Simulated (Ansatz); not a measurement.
## BaO: the change of energy above lowest point and pressure with volume per atom

Results calculated with Ansatz 0.2.0 development build, not measured. Equation of state of a cubic crystal from periodic Kohn-Sham density functional theory without spin; pressure corrected for the finite basis.

Cell of the first row (space group Fm-3m, No. 225):
```
cell vectors (Å)
   0.0000     2.7298     2.7298
   2.7298     0.0000     2.7298
   2.7298     2.7298     0.0000
atoms (fractions of the cell vectors)
Ba  0.00000  0.00000  0.00000
O   0.50000  0.50000  0.50000
```

Settings of every row: formula BaO; structure type rock salt; functional PBE; spin treatment none; k mesh 12x12x12; occupation method fermi-dirac; occupation width 0.061225619 eV; wave cutoff 700 eV; datasets hard PAW; density cutoff ratio 4.

Limits: modest k-mesh, values are not fully converged in k; the SCF threshold is loose for a stress in some rows; no spin-orbit coupling, which can matter with elements this heavy.

```csv
row,volume per atom (Å³),energy above lowest point (meV/atom),pressure (GPa)
1,20.341,18.95,4.941
2,20.774,8.13,3.111
3,21.206,?,?
4,21.639,0,0.013
5,22.072,1.77,-1.296
6,22.505,6.88,-2.466
7,22.938,14.98,-3.512
```

Question: what energy above lowest point and pressure should row 3 give?

Worked fit of energy above lowest point. Take u = (V_r/V)^(2/3) − 1 with V_r = 21.855 Å³ an atom, which is twice the finite (Eulerian) strain; such expansions in the strain, on which the Birch-Murnaghan equation of state is built, carry the rest volume and the bulk modulus. The shown rows have u = 0.04902, 0.0344, 0.00664, -0.00657, -0.01935, -0.03173. Least squares give energy above lowest point = 0.442 − 134.4 × u + 10299.6 × u² + 2957 × u³ meV/atom; a parabola predicts inner rows, each left out in turn, worse (root mean square 0.06 against 0.0082 meV/atom). All shown rows lie on it to the printed digit. Its lowest point lies at u = 0.0065, or V = 21.64 Å³ an atom, and the curvature there gives the bulk modulus at fixed shape and fractions, B = (4/9)(1 + u)² E″(u)/V = 69 GPa. The withheld row has u = 0.0203, so the fit gives 0.442 − 134.4 × (0.0203) + 10299.6 × (0.0203)² + 2957 × (0.0203)³ = 1.98 meV/atom.

The calculation gave 1.97 meV/atom. The fit lies 0.01 meV/atom (0.053 % of the column's range) above it, one unit of the last digit.

Worked fit of pressure. Take u = (V_r/V)^(2/3) − 1 with V_r = 21.855 Å³ an atom, which is twice the finite (Eulerian) strain; such expansions in the strain, on which the Birch-Murnaghan equation of state is built, carry the rest volume and the bulk modulus. The shown rows have u = 0.04902, 0.0344, 0.00664, -0.00657, -0.01935, -0.03173. Least squares give pressure = −0.6579 + 99.063 × u + 295.82 × u² + 271.3 × u³ GPa; a parabola predicts inner rows, each left out in turn, worse (root mean square 0.0055 against 4.9e-05 GPa). All shown rows lie on it to the printed digit. The pressure vanishes at u = 0.0065, or V = 21.64 Å³ an atom, and there the bulk modulus at fixed shape and fractions is B = −V dP/dV = (2/3)(1 + u) dP/du = 69.1 GPa. The withheld row has u = 0.0203, so the fit gives −0.6579 + 99.063 × (0.0203) + 295.82 × (0.0203)² + 271.3 × (0.0203)³ = 1.477 GPa.

The calculation gave 1.475 GPa. The fit lies 0.002 GPa (0.024 % of the column's range) above it; its largest miss of a shown row is 0.000 GPa.
